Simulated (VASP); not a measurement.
VASP 6.6.1 run: HgTe

INCAR

```
LREAL = .FALSE.
EDIFF = 1E-7
ISMEAR = -1
PREC = Accurate
IBRION = 2
EDIFFG = -5E-3
LCHARG = .FALSE.
ISIF = 6
NELM = 64
ENCUT = 600
NSW = 40
LASPH = .TRUE.
LWAVE = .FALSE.
NBANDS = 16
GGA = PE
SIGMA = 0.02
```

KPOINTS

```
KPOINTS created by Atomic Simulation Environment
0
Gamma
8 8 8
0 0 0
```

POSCAR

```
Hg Te
 1.0000000000000000
     0.0000000000000000    2.8793700000000002    2.8793700000000002
     2.8793700000000002    0.0000000000000000    2.8793700000000002
     2.8793700000000002    2.8793700000000002    0.0000000000000000
 Hg  Te
   1   1
Cartesian
  0.0000000000000000  0.0000000000000000  0.0000000000000000
  2.8793700000000002  2.8793700000000002  2.8793700000000002
```

The recommended PBE PAW datasets give the neutral cell 18 valence electrons.

Command

```
mpirun -np 1 vasp_std
```

OSZICAR

```
N       E                     dE             d eps       ncg     rms          rms(c)
DAV:   1     0.115737749595E+03    0.11574E+03   -0.92131E+03   928   0.114E+03
DAV:   2     0.582322726646E+00   -0.11516E+03   -0.10607E+03  1072   0.250E+02
DAV:   3    -0.314221658729E+01   -0.37245E+01   -0.37098E+01  1200   0.460E+01
DAV:   4    -0.316615283636E+01   -0.23936E-01   -0.23934E-01  1088   0.358E+00
DAV:   5    -0.316655251530E+01   -0.39968E-03   -0.39968E-03  1216   0.443E-01    0.111E+01
DAV:   6    -0.295123520642E+01    0.21532E+00   -0.42571E-01  1152   0.922E+00    0.814E+00
DAV:   7    -0.294454940498E+01    0.66858E-02   -0.83607E-02  1096   0.210E+00    0.229E+00
DAV:   8    -0.294333124293E+01    0.12182E-02   -0.91500E-03  1072   0.115E+00    0.601E-01
DAV:   9    -0.294327772510E+01    0.53518E-04   -0.51794E-04  1152   0.244E-01    0.108E-01
DAV:  10    -0.294329011398E+01   -0.12389E-04   -0.40347E-05  1184   0.545E-02    0.382E-02
...
   4 F= -.33360689E+01 E0= -.33342716E+01  d E =-.392775E+00
       N       E                     dE             d eps       ncg     rms          rms(c)
DAV:   1    -0.333668398293E+01   -0.61510E-03   -0.11034E-02  1072   0.108E+00    0.193E-01
DAV:   2    -0.333615369634E+01    0.53029E-03   -0.11555E-03  1048   0.432E-01    0.562E-02
DAV:   3    -0.333609910082E+01    0.54596E-04   -0.11756E-04  1072   0.946E-02    0.560E-02
DAV:   4    -0.333609568462E+01    0.34162E-05   -0.95598E-06  1048   0.212E-02    0.157E-02
DAV:   5    -0.333609606755E+01   -0.38292E-06   -0.12466E-06  1088   0.128E-02    0.754E-03
DAV:   6    -0.333609632846E+01   -0.26091E-06   -0.33221E-07  1040   0.628E-03    0.206E-03
DAV:   7    -0.333609630028E+01    0.28180E-07   -0.39008E-08   528   0.234E-03
   5 F= -.33360963E+01 E0= -.33343110E+01  d E =-.274201E-04
```

From OUTCAR

```
k-points           NKPTS =     29   k-points in BZ     NKDIM =     29   number of bands    NBANDS=     16

   NELECT =      18.0000    total number of electrons

   dimension x,y,z NGX =    36 NGY =   36 NGZ =   36
   dimension x,y,z NGXF=    72 NGYF=   72 NGZF=   72

  energy-cutoff  :      600.00
  volume of cell :       57.98
      direct lattice vectors                 reciprocal lattice vectors
     0.000000000  3.072045211  3.072045211    -0.162758021  0.162758021  0.162758021
     3.072045211  0.000000000  3.072045211     0.162758021 -0.162758021  0.162758021
     3.072045211  3.072045211 -0.000000000     0.162758021  0.162758021 -0.162758021

 k-points in reciprocal lattice and weights: KPOINTS created by Atomic Simulation Env
   0.00000000  0.00000000  0.00000000       0.002
   0.12500000  0.00000000  0.00000000       0.016
   0.25000000  0.00000000  0.00000000       0.016
   0.37500000  0.00000000  0.00000000       0.016
   0.50000000  0.00000000  0.00000000       0.008
   0.12500000  0.12500000  0.00000000       0.012
   0.25000000  0.12500000  0.00000000       0.047
   0.37500000  0.12500000  0.00000000       0.047
   ...

 E-fermi :   4.2187

 k-point     1 :       0.0000    0.0000    0.0000
  band No.  band energies     occupation
      1      -7.7356      2.00000
      2      -2.4680      2.00000
      3      -2.4680      2.00000
      4      -2.4101      2.00000
      5      -2.4101      2.00000
      6      -2.4101      2.00000
      7       3.1085      2.00000
      8       3.4779      2.00000
      9       3.4779      2.00000
     10       3.4779      2.00000
     11      11.7737      0.00000
     12      11.7737      0.00000
     13      11.7737      0.00000
     14      11.8774      0.00000
     15      11.8774      0.00000
     16      11.8774      0.00000

 k-point     2 :       0.1250    0.0000    0.0000
  band No.  band energies     occupation
      1      -7.6066      2.00000
      2      -2.5152      2.00000
      3      -2.5152      2.00000
      4      -2.4266      2.00000
      5      -2.3909      2.00000
      6      -2.3909      2.00000
      7       1.5943      2.00000
      8       3.5933      2.00000
      9       3.5933      2.00000
     10       4.9157      0.00000
     11      10.2491      0.00000
     12      10.8321      0.00000
     13      10.8321      0.00000
     14      11.8435      0.00000
     15      12.2219      0.00000
     16      12.2219      0.00000

 k-point     3 :       0.2500    0.0000    0.0000
  band No.  band energies     occupation
      1      -7.2532      2.00000
      2      -2.6324      2.00000
      3      -2.6324      2.00000
      4      -2.4977      2.00000
      5      -2.3355      2.00000
      6      -2.3355      2.00000
      7       0.0910      2.00000
      8       3.8904      2.00000
      9       3.8904      2.00000
     10       6.1342      0.00000
     11       8.8464      0.00000
     12       9.5302      0.00000
     13       9.5302      0.00000
     14      12.0275      0.00000
     15      12.9658      0.00000
     16      12.9658      0.00000

 ...

  Total        0.0020022      0.0020022      0.0020022      0.0000000      0.0000000      0.0000000
  in kB        0.0553219      0.0553219      0.0553219      0.0000000      0.0000000      0.0000000
  external PRESSURE =       0.0553219 kB  Pullay stress =       0.0000000 kB

 POSITION                                       TOTAL-FORCE (eV/Angst)
 -----------------------------------------------------------------------------------
      0.00000      0.00000      0.00000         0.000000      0.000000     -0.000000
      3.07205      3.07205      3.07205        -0.000000     -0.000000      0.000000
 -----------------------------------------------------------------------------------
    total drift:                               -0.000000      0.000000      0.000000

  FREE ENERGIE OF THE ION-ELECTRON SYSTEM (eV)
  ---------------------------------------------------
  free  energy   TOTEN  =        -3.3360963003 eV

  energy  without entropy=       -3.3325257438  energy(sigma->0) =       -3.33431102
```

```tsv
ionic step	ΔE (meV/atom)	volume (Å³)	largest force (eV/Å)	pressure (GPa)	electronic steps
1	0.0	47.74	0.000	15.22	13
2	-147.6	65.19	0.000	-3.84	12
3	-196.4	57.88	0.000	0.09	10
4	-196.4	58.10	0.000	-0.08	7
5	-196.4	57.98	0.000	0.01	7
```

It converged. Results: relaxed cell vector lengths 4.345, 4.345, 4.345 Å; relaxed cell volume 57.98 Å³.

 The volume moved far on the plane waves of the start cell, so a restart from CONTCAR is due.

For comparison, a separate PBE relaxation on usual settings, not on those above, ends at 58.04 Å³.

The run above took about 1.7 min on one core of a shared host (Intel Xeon Platinum 8488C) and held 0.22 GiB at most.
